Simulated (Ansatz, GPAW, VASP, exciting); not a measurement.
One calculation of ZnS, 5 ways

```
CELL_PARAMETERS angstrom
0.00000 2.70200 2.70200
2.70200 0.00000 2.70200
2.70200 2.70200 0.00000
ATOMIC_POSITIONS crystal
Zn 0.75000 0.75000 0.75000
S 0.00000 0.00000 0.00000
```

Alike in all runs: task band structure; functional PBE; k mesh 9 × 9 × 9; occupations fermi-dirac, width 0.05 eV; no spin polarisation; no spin-orbit coupling. Pressure is positive in compression and, in plane waves, holds the error of the finite cutoff, which Ansatz's Pulay term estimates and takes out. Gaps are the smaller of the mesh's and the band path's.

```csv
program and potentials,plane-wave cutoff (eV),notes,band gap (eV),pressure (GPa)
"GPAW, GPAW PAW data sets (gpaw-data 1.2.1)",600,9 valence electrons an atom on average,2.10,1.62
"Ansatz, SPMS NC",816,13 valence electrons an atom on average; Pulay term of +0.03 GPa included,2.11,1.81
"Ansatz, all-electron LAPW, scalar-relativistic",-,-,2.11,1.61
"exciting, all-electron LAPW+lo, shipped species files, valence relativity iora*",-,-,2.11,-
"VASP, PBE PAW files S, Zn, release 54, 500 eV",500,9 valence electrons an atom on average,2.11,1.77
```

The band gap spans 2.10 (GPAW, GPAW PAW data sets (gpaw-data 1.2.1)) to 2.11 eV (VASP, PBE PAW files S, Zn, release 54, 500 eV), with all-electron results at 2.11. The pressure spans 1.61 (Ansatz, all-electron LAPW, scalar-relativistic) to 1.81 GPa (Ansatz, SPMS NC), with all-electron results at 1.61.

The functional is the same throughout but for its coding, so the spread measures potentials, basis and numerics; runs on potential files found faulty are left out.

All five calculations place the ZnS gap at 2.10 to 2.11 eV, so its value is set by PBE and the chosen geometry rather than by the treatment of the core. This is well below the measured gap. The semilocal functional lacks the derivative discontinuity, and it also places the Zn 3d shell too high, which strengthens its repulsion with the S 3p states and pushes up the valence-band top. Agreement between codes therefore confirms the PBE result, not the true gap.

The pressure discriminates more sharply between potentials, since it follows the volume dependence of the total energy. GPAW nearly reproduces the all-electron value, while VASP and SPMS lie higher. A larger valence space alone does not ensure agreement: SPMS treats the most electrons explicitly yet deviates most, and its Pulay term is too small to explain the offset. The positive pressures show that PBE favours a larger cell than the one used, in line with its usual underbinding of semiconductors.
